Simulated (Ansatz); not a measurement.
Runs of Ansatz 0.2.0 on TiC. It takes space group Fm-3m (No. 225, cubic). Conventional cell: a = 4.331 Å, b = 4.331 Å, c = 4.331 Å, α = 90.00°, β = 90.00°, γ = 90.00°. Around Ti (site symmetry m-3m) lie 6 C at 2.17 Å. C (site symmetry m-3m) is surrounded by 6 Ti at 2.17 Å. The cell is a database's computed one.

| task | level | cell | k mesh | cutoff (eV) | smearing | basis error allowed | gap on the mesh (eV) | pressure (GPa) | relaxed volume (Å³/atom) |
| --- | --- | --- | --- | --- | --- | --- | --- | --- | --- |
| relaxation of cell and atoms | RPBE | relaxed | 11 × 11 × 11 | - | fermi-dirac 0.05 eV | 0.001 eV/atom | - | 0.0 | 10.35 |
| single point | RPBE | as given | 11 × 11 × 11 | 313 | gaussian 0.02 eV | 0.001 eV/atom | none | (a) | - |
| band structure | RPBE | as given | 11 × 11 × 11 | 313 | fermi-dirac 0.05 eV | 0.001 eV/atom | - | (b) | - |
| phonons | PBE | as given | 8 × 8 × 8 | 330 | fermi-dirac 0.05 eV | 0.001 eV/atom | none | - | - |
| relaxation of cell and atoms | BLYP+D3(BJ) | relaxed | 11 × 11 × 11 | - | fermi-dirac 0.05 eV | 0.001 eV/atom | - | 0.0 | 9.83 |
| band structure | LDA | as given | 11 × 11 × 11 | 312 | fermi-dirac 0.05 eV | 0.001 eV/atom | - | -12.5 | - |
| single point | PBE | as given | 7 × 7 × 7 | 274 | fermi-dirac 0.03 eV | 0.003 eV/atom | none | 0.3 | - |
| single point | PBE | as given | 11 × 11 × 11 | 313 | gaussian 0.022 eV | 0.001 eV/atom | none | 0.2 | - |

Alike in all rows: potentials or basis all-electron LAPW, scalar-relativistic; no spin polarisation.

Q: Fill in the values left out.

A: (a) 4.7; (b) 4.8.

Caveats: the k mesh is thin for a metal, which can move the energy by tens of meV per atom (some runs); a metal's response needs a denser mesh (some runs).

A gap of «none» marks a metal or a gap under the smearing width.

The runs don't all hold the same shells in valence.
